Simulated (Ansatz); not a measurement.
## CuI: frozen-core PAW against all-electron methods

```
Cu I
1.0
     0.00000    3.06228    2.97087
     3.06228    0.00000    2.97087
     3.06228    3.06228    0.00000
Cu I
1 1
Direct
  0.75000 0.75000 0.75000
  0.00000 0.00000 0.00000
```

Atoms are numbered in the order listed.

The cell is COD entry 9004456, as deposited and not checked against the literature; nothing was relaxed. It differs from other determinations. The listed cell was then made from it by scaling, straining or moving an atom.

Spin–orbit coupling is left out, though it moves levels of the heavy atoms by tenths of an eV or more.

Levels of theory: DFT, PBE, PAW with Ansatz's default frozen-core files, scalar-relativistic (Ansatz 0.2.0); DFT, PBE, all-electron PAW with datasets made for the crystal, scalar-relativistic (Ansatz 0.2.0); DFT, PBE, all-electron LAPW, scalar-relativistic (Ansatz 0.2.0).

For PAW: a Γ-centred 9×9×9 k mesh, Fermi–Dirac smearing of 0.03 eV, cutoff 420 eV, no spin polarisation. The crystal-made all-electron datasets (AE datasets) take a cutoff of 220 eV at this cell. LAPW targets a basis error of 1 meV/atom. The Ansatz runs share mesh, smearing and spin set-up. Plane-wave (PAW) pressures include the program's estimate of the Pulay term.

Stress and pressure are positive in compression.

The change that made this cell: z strained by -2 % at fixed volume.

Spin–orbit coupling is left out, which moves gradients at and beside heavy atoms by some per cent and at worst by a factor of two.

```
                                               quantity    PAW  AE datasets   LAPW
                                         pressure (GPa)   0.30         0.31   0.31
                                        stress xx (GPa)   0.13         0.14   0.14
                                        stress zz (GPa)   0.64         0.65   0.65
                                          band gap (eV)  1.091        1.091  1.091
largest principal field gradient Vzz at Cu1 (10²¹ V/m²)   0.27         0.27      –
 largest principal field gradient Vzz at I2 (10²¹ V/m²)  -2.05        -2.04      –
```
